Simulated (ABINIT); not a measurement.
Write the native input for ABINIT 10.8.3 (patched build) that does the following.

```
Task                : band structure
Functional          : r2SCAN
Potentials or basis : JTH PAW PBE v2.0
Cutoff              : 762 eV
k mesh              : 7 × 7 × 7
Occupations         : fermi-dirac, width 0.05 eV
Spin                : no spin polarisation
Fine-grid cutoff    : 1360.57 eV
```

BaTiO3:

```xyz
5
Lattice="3.9998 0.0000 0.0000 0.0000 3.9998 0.0000 0.0000 0.0000 4.0180" Properties=species:S:1:pos:R:3 pbc="T T T"
Ba    0.0000    0.0000    0.0000
Ti    1.9999    1.9999    1.9688
O     0.0000    1.9999    2.0773
O     1.9999    0.0000    2.0773
O     1.9999    1.9999    0.0763
```

One way to write it, as run:

run.abi

```
# Datasets: ground state, then fixed potential
ndtset 2

# Pseudopotentials
pp_dirpath "./"
pseudos "Ba.GGA_PBE-JTH.xml, Ti.GGA_PBE-JTH.xml, O.GGA_PBE-JTH.xml"

# Structure
acell 7.5585265533 7.5585265533 7.5929195687
rprim
     1.0000000000     0.0000000000     0.0000000000
     0.0000000000     1.0000000000     0.0000000000
     0.0000000000     0.0000000000     1.0000000000
ntypat 3
znucl 56 22 8
natom 5
typat 1 2 3 3 3
xred
     0.0000000000     0.0000000000     0.0000000000
     0.5000000000     0.5000000000     0.4900000000
     0.0000000000     0.5000000000     0.5170000000
     0.5000000000     0.0000000000     0.5170000000
     0.5000000000     0.5000000000     0.0190000000

# Plane-wave basis
ecut 761.918815 eV
pawecutdg 50.0

# Exchange and correlation
ixc -497498
usekden 1
pawxcdev 0

# Bands and occupations
occopt 3
tsmear 0.05 eV

# SCF cycle
nstep 100

# Output
iomode 3
prtwf 0
prteig 0
prtebands 0
prtden1 1
prtkden1 1

# Dataset 1
kptopt1 1
ngkpt1 7 7 7
nshiftk1 1
shiftk1 0.0 0.0 0.0
nband1 24
tolvrs1 1.0e-7

# Dataset 2: bands along G-X-M-G-Z-R-A-Z
iscf2 -2
getden2 1
getkden2 1
nband2 30
nbdbuf2 4
tolwfr2 1.0e-11
kptopt2 -7
ndivsm2 8
prteig2 1
kptbounds2
     0.0000000000     0.0000000000     0.0000000000
     0.0000000000     0.5000000000     0.0000000000
     0.5000000000     0.5000000000     0.0000000000
     0.0000000000     0.0000000000     0.0000000000
     0.0000000000     0.0000000000     0.5000000000
     0.0000000000     0.5000000000     0.5000000000
     0.5000000000     0.5000000000     0.5000000000
     0.0000000000     0.0000000000     0.5000000000
```

Potentials or basis: JTH PAW PBE v2.0.

Run with:

```bash
$ abinit run.abi > log 2>&1
```

It gave:

```yaml
Pressure: 0.6 GPa
Largest_force: 0.378 eV/Å
Band_gap_on_the_k_mesh: 2.25 eV, indirect (least direct gap 2.43 eV)
Band_gap_along_the_path: 2.15 eV, indirect (least direct gap 2.43 eV)
```

Caveat: this set's barium file shifts pressures by 1.5 GPa and gaps by 0.1 eV against other sets; the PAW data sets were made with another functional, which shifts forces and pressure a little; spin-orbit coupling is left out, which moves the levels of the heavy elements; the mesh misses the band edges, which the band path finds closer together; the atomic spheres overlap.

Wall time 15 min on 1 thread of Arm Neoverse V1, on a shared host, peak memory 0.24 GiB.
